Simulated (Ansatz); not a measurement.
AlN: equation of state with r2SCAN

Crystal: AlN.

```
Al N
1.0
     0.00000    2.03452    2.03452
     2.03452    0.00000    2.03452
     2.03452    2.03452    0.00000
Al N
1 1
Cartesian
  2.0345 2.0345 2.0345
  0.0000 0.0000 0.0000
```

Measurements of this composition are mostly on another form, of space group No. 186.

```
Program             : Ansatz 0.2.0
Task                : equation of state
Functional          : r2SCAN
Potentials or basis : Ansatz PAW
Cutoff              : 500 eV
Density cutoff      : 2000 eV
k mesh              : 11 × 11 × 11
Occupations         : fermi-dirac, width 0.05 eV
Spin                : no spin polarisation
```

| Property | Result |
| --- | --- |
| Equilibrium volume | 8.23 Å³/atom |
| Bulk modulus | 276 GPa |
| Pressure derivative of the bulk modulus | 3.9 |

Energy against volume, from the lowest point:
| volume (Å³/atom) | energy (meV/atom) |
| --- | --- |
| 7.916 | 10.83 |
| 8.085 | 2.17 |
| 8.253 | 0.00 |
| 8.421 | 3.69 |
| 8.590 | 12.67 |
| 8.758 | 26.45 |
| 8.927 | 44.56 |

All runs of the series together: 6.3 s on 2 threads of AMD EPYC 7R43 64-Core Processor (Zen 3) (shared host).

Caveat: the PAW data sets were made with another functional, which shifts forces and pressure a little.
